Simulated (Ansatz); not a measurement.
# ScAl3: energy along a strain

ScAl3, Pm-3m, a = 4.086 Å. The structure is a Materials Project entry; whether it is the stable form wasn't checked. Ansatz: r2SCAN, PAW, 500 eV, Γ-centred 12×12×12 mesh on 4 atoms, Gaussian smearing 0.15 eV; no spin polarisation. Cell vectors (Å): 4.086 0.000 0.000; 0.000 4.086 0.000; 0.000 0.000 4.086. The cell is strained by x per cent times the pattern (1 -1 0 0 0 0) in the order xx yy zz yz xz xy (engineering shears), with fractional coordinates held. y is the free energy over the start, V0 = 17.049 Å³/atom. Symmetry makes y even in x.

| x (%) | y (meV/atom) |
| --- | --- |
| -4.00 | ? |
| -2.00 | 6.70 |
| 0.00 | 0.00 |
| 1.00 | 1.68 |
| 2.50 | 10.46 |
| 3.00 | 15.03 |
| 3.50 | 20.40 |

Q: Fit y = c2 x² + c4 x⁴ to the other rows, get the stiffness along the pattern, and predict the missing energy.

A: Least squares on the rows shown. y = 1.6814 x² − 0.0013062 x⁴. The clamped-ion stiffness p·C·p = 2 × 16.81 eV × 160.2 / 17.049 Å³ = 316 GPa. At x = -4.00 the fit asked for gives 26.57 meV/atom. The run gave 26.55 meV/atom, so the fit is 0.02 meV/atom too high, a small miss on the scale of the series.

Cost: 7 runs of about 8.3 core-minutes in all, on Intel Xeon Processor @ 2.50GHz (Skylake/Cascade Lake) (shared hosts).